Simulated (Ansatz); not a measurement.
The system is SnTe.

```xyz
2
Lattice="0.0000 3.1509 3.1509 3.1509 0.0000 3.1509 3.1509 3.1509 0.0000" Properties=species:S:1:pos:R:3 pbc="T T T"
Te    3.1509    3.1509    3.1509
Sn    0.0000    0.0000    0.0000
```

Below is the output of Ansatz 0.2.0 for this cell. Logs are shortened: lines on timing, memory, paths and dates and some standing lists are left out, and cuts for length are marked.

```text
Warning: RAYON_NUM_THREADS=1 ignored (pool sized by the plan → 1); use --threads N
Te: projections on atomic orbitals take those of the free atom 1s2 2s2 2p6 3s2 3p6 3d10 4s2 4p6 4d10 5s2 5p4, of charge +0.00 (hamiltonian.pseudopotentials.projection_atoms)
Sn: projections on atomic orbitals take those of the free atom 1s2 2s2 2p6 3s2 3p6 3d10 4s2 4p6 4d10 5s2 5p2, of charge +0.00 (hamiltonian.pseudopotentials.projection_atoms)
LAPW: plane waves up to 6.971 Å⁻¹, error target 1.0e-3 eV per atom; small_component_spin mean_spin; Sn in spheres of 1.592 Å, 22 of its electrons in bands, Dirac shells []; Te in spheres of 1.559 Å, 24 of its electrons in bands, Dirac shells [] (how accurate: hamiltonian.pseudopotentials.lapw.basis_error, Limitations)
Engine: ansatz 0.2.0, aarch64-unknown-linux-gnu
Pseudopotentials: kind: all_electron
Pseudopotential: Te, LAPW, valence charge 24, lapw/all_electron/scalar/gaussian/Te, Koelling and Harmon's equation, gaussian nucleus
Pseudopotential: Sn, LAPW, valence charge 22, lapw/all_electron/scalar/gaussian/Sn, Koelling and Harmon's equation, gaussian nucleus
Functional definition: PBE
  parameter kappa = 0.804
  parameter beta = 0.06672455060314922
  exchange = pbe_x(kappa = kappa, mu = beta*pi^2/3)
  correlation = pbe_c(beta = beta)
Crystal: 2 atoms, lattice volume = 62.562 Å³
Basis set: ecut = 185.144356732645 eV, 339 PW (Γ), exchange–correlation at level 2
Bands: 28, of which v1, the nominal top of the filled ones, is band 23 counted from 1 (22 counted from 0)
Symmetry: 48 space group operations
Space group: Fm-3m (ITA 225), of the structure as read, at distance tolerance 4.0e-5 Å
k-points: 20 of 343
Non-local potential: Te, projectors of the file, none
Non-local potential: Sn, projectors of the file, none
Initial density: superposition of atomic densities (chi_scale 0.1, normalization cell, long waves kept (reshape's long-wave potential 0.00 eV rms))
Initial wavefunctions: plane waves of lowest kinetic energy (no species holds an atomic orbital)
Functional: x = pbe(κ = 0.804, μ = 0.2195149727645171), c = pbe(β = 0.06672455060314922)
iter 1 solved again at ethr=4.44e-4 eV; its pass at ethr=1.00e-1 eV (dr2=2.04e-1 eV) is discarded
SCF iter   1: F=—  HF=-352974.407446 eV  |F-HF|=—  |Δ(HF+E_count)|=         —  Δρ=1.24e-2  dr2=2.04e-1  ethr=4.44e-4  ⟨swp⟩=2.7  Hψ=3592  notcnv=0
preconditioner: auto → none  [insulator: Δε(μ)=0.669 eV  Ē_g=17.508 eV  σ=0.050 eV  W_gap=1.00  n_scr=14 (ndim 8)  ℏωp=21.0 eV  f_vac=0.029  D(μ)=0.00/eV (n_scr^D=0)  ε∞_Penn≈2.4]
iter 2 solved again at ethr=1.68e-5 eV; its pass at ethr=4.44e-4 eV (dr2=7.73e-3 eV) is discarded
SCF iter   2: F=—  HF=-352974.361277 eV  |F-HF|=—  |Δ(HF+E_count)|=   4.62e-2  Δρ=3.90e-3  dr2=7.75e-3  ethr=1.68e-5  ⟨swp⟩=2.0  Hψ=2906  notcnv=0
SCF iter   3: F=—  HF=-352974.358975 eV  |F-HF|=—  |Δ(HF+E_count)|=   2.30e-3  Δρ=2.38e-3  dr2=4.37e-3  ethr=1.68e-5  ⟨swp⟩=2.0  Hψ=1666  notcnv=0
SCF iter   4: F=—  HF=-352974.360045 eV  |F-HF|=—  |Δ(HF+E_count)|=   1.07e-3  Δρ=1.02e-3  dr2=8.07e-4  ethr=9.49e-6  ⟨swp⟩=2.0  Hψ=1664  notcnv=0
SCF iter   5: F=—  HF=-352974.360160 eV  |F-HF|=—  |Δ(HF+E_count)|=   1.15e-4  Δρ=2.23e-4  dr2=3.88e-5  ethr=1.76e-6  ⟨swp⟩=2.0  Hψ=1664  notcnv=0
SCF iter   6: F=—  HF=-352974.360172 eV  |F-HF|=—  |Δ(HF+E_count)|=   1.28e-5  Δρ=2.52e-5  dr2=5.10e-7  ethr=8.44e-8  ⟨swp⟩=2.5  Hψ=1678  notcnv=0
SCF iter   7: F=-352974.360173 eV  HF=-352974.360173 eV  |F-HF|=8.21e-9  |Δ(HF+E_count)|=   2.26e-7  Δρ=3.17e-6  dr2=9.46e-9  ethr=1.11e-9  ⟨swp⟩=2.8  Hψ=1701  notcnv=0
SCF 1 converged in 7 iterations: F = -352974.360173 eV  dr2 = 9.46e-9
SCF converged after 7 iterations
Free energy (F): -352974.360173 eV
Harris-Foulkes:  -352974.360173 eV  (|F-HF|=8.21e-9)
Internal energy: -352974.360100 eV  (E = F + TS)
E sigma→0 (E₀):  -352974.360137 eV
Entropy (-TS):   -0.000072 eV (-0.036 meV/atom)
Fermi energy:    12.124104 eV
--- Per-component energies (eV) ---
  E_band       = -1841.738425
  E_kinetic    = 372041.585817
  E_xc         = -9288.845867
  E_electrostatic = -715727.100050  (all electrons and nuclei)
  E_smearing   = -0.000072  (= −TS)
  E_closure    = 0.000000  (closes the sum)
  E_atoms      = -352966.846133  (free atoms, spherical and without spin; not in F)
  Σ components = -352974.360173   (vs F -352974.360173, Δ=0.00e0)
  Basis errors (estimates in eV, not in F): energy 3.4e-4 per atom: plane waves 3.3e-4 (1.8e-4 summed), levels above the bands 2.2e-43, relativity 2.5e-8, radial functions 1.2e-5, core shells 6.1e-10; eigenvalues (radial functions only) 2.4e-6; not estimated: angular momenta, meshes, grids; target (lapw.basis_error) 1.0e-3; muffin-tin radii Sn 1.592 Å, Te 1.559 Å
--- Forces (eV/Å), atoms counted from 1 ---
  atom   1  Te     0.00000000     0.00000000    -0.00000000
  atom   2  Sn    -0.00000000    -0.00000000     0.00000000
  max |Σ_I F_I| component: 2.55e-31 eV/Å
--- Stress (GPa, compression-positive) ---
        2.231221       0.000000       0.000000
        0.000000       2.231221       0.000000
        0.000000       0.000000       2.231221
  P = ⅓ Tr σ = 2.2312 GPa (22.312 kbar)
--- Band table (eV; the first three rows and the last of 20) ---
  k-point 0: bands = ["-147.6571", "-117.8480", "-97.6957", "-97.6957", "-97.6957", "-73.6339", "-73.6339", "-73.6339", "-25.0300", "-25.0300", "-25.0260", "-25.0260", "-25.0260", "-9.8604", "-9.8604", "-9.8556", "-9.8556", "-9.8556", "-0.7605", "7.3693", "9.9015", "9.9015", "9.9015", "15.4015", "15.4015", "15.4015", "16.8215", "16.8215"]
  k-point 1: bands = ["-147.6571", "-117.8480", "-97.6957", "-97.6957", "-97.6957", "-73.6339", "-73.6339", "-73.6339", "-25.0299", "-25.0299", "-25.0259", "-25.0258", "-25.0258", "-9.8614", "-9.8614", "-9.8553", "-9.8544", "-9.8544", "-0.5896", "6.4859", "9.9321", "9.9321", "10.5102", "14.5663", "14.5663", "14.6052", "16.7725", "17.2399"]
  k-point 2: bands = ["-147.6571", "-117.8480", "-97.6957", "-97.6957", "-97.6957", "-73.6339", "-73.6339", "-73.6339", "-25.0299", "-25.0299", "-25.0257", "-25.0255", "-25.0255", "-9.8640", "-9.8640", "-9.8547", "-9.8515", "-9.8515", "-0.1216", "5.0159", "10.0438", "10.0438", "11.2584", "13.3395", "13.3395", "13.4095", "17.4617", "18.3913"]
  k-point 19: bands = ["-147.6571", "-117.8480", "-97.6957", "-97.6957", "-97.6957", "-73.6339", "-73.6339", "-73.6339", "-25.0301", "-25.0296", "-25.0257", "-25.0253", "-25.0248", "-9.8727", "-9.8613", "-9.8535", "-9.8507", "-9.8455", "0.8730", "4.5667", "7.0984", "7.8169", "10.8210", "13.2425", "16.1813", "17.0919", "17.3241", "18.5369"]
--- Löwdin populations: 2 sites ---
  site symbol       q [e]
     0     Te     52.0428
     1     Sn     49.8979
  spilling = 0.000581 (of n_electrons = 102.000000)
```

Problem. Write the input and the command behind it.

Solution. Single point with PBE, no spin polarisation. The files as run (others can give the same):

input.yaml
```yaml
crystal:
  lattice:
    - [0.0, 3.15085, 3.15085]
    - [3.15085, 0.0, 3.15085]
    - [3.15085, 3.15085, 0.0]
  atoms:
    - { symbol: Te, position: [0.5, 0.5, 0.5] }
    - { symbol: Sn, position: [0.0, 0.0, 0.0] }
kpoints:
  mp_grid: { grid: [7, 7, 7] }
scf:
  occupations: { method: fermi_dirac, width: 0.05 }
hamiltonian:
  xc: pbe
  pseudopotentials: { kind: all_electron, lapw: { basis_error: 0.001 } }
output:
  forces: true
  stress: true
  eigenvalues: true
  populations: true
```

Potentials or basis: all-electron LAPW, scalar-relativistic.
The run is started by
```bash
$ ansatz run input.yaml --threads 1 --pin off --max-ram 3072MiB --backend cpu --events-out ev --progress --plain --runs-dir out
```

Caveat: this odd mesh misses L, where the gap lies, so gap, dielectric constants and Born charges aren't listed.
